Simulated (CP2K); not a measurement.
Crystal: SiO2.

```
Si O
1.0
     6.93868    0.00000    0.00000
     2.29592    6.54783    0.00000
    -4.61730   -3.27391    4.01339
Si O
4 8
Direct
  0.87500 0.26362 0.88862
  0.01362 0.62500 0.88862
  0.73638 0.12500 0.11138
  0.37500 0.98638 0.11138
  0.63373 0.13373 0.50000
  0.46788 0.96788 0.93575
  0.03212 0.53212 0.06425
  0.11627 0.11627 0.00000
  0.88373 0.88373 0.00000
  0.86627 0.36627 0.50000
  0.28212 0.71788 0.00000
  0.71788 0.28212 0.00000
```

The cell comes from a database or a generator and needn't be the stable form of this composition.

Base run:

```yaml
Program: CP2K 2026.2
Functional: WC
Potentials_or_basis: POTENTIAL_UZH Si GTH-PBE-q4, O GTH-PBE-q6; DZVP-MOLOPT-PBE-GTH basis
Density_cutoff: 11565 eV
k_mesh: 5 × 5 × 5
Occupations: fermi-dirac, width 0.05 eV
Spin: no spin polarisation
```

Its results: pressure -0.7 GPa; largest force 0.063 eV/Å.

Question: The run is repeated on the same cell with these changes: functional from WC to r2SCAN. What comes out?

Answer: Pressure -3.3 GPa; largest force 0.218 eV/Å.

Caveats: the potentials were made for another functional, which shifts forces and pressure; the basis of atomic orbitals isn't converged, which shifts pressures, moduli and gaps.
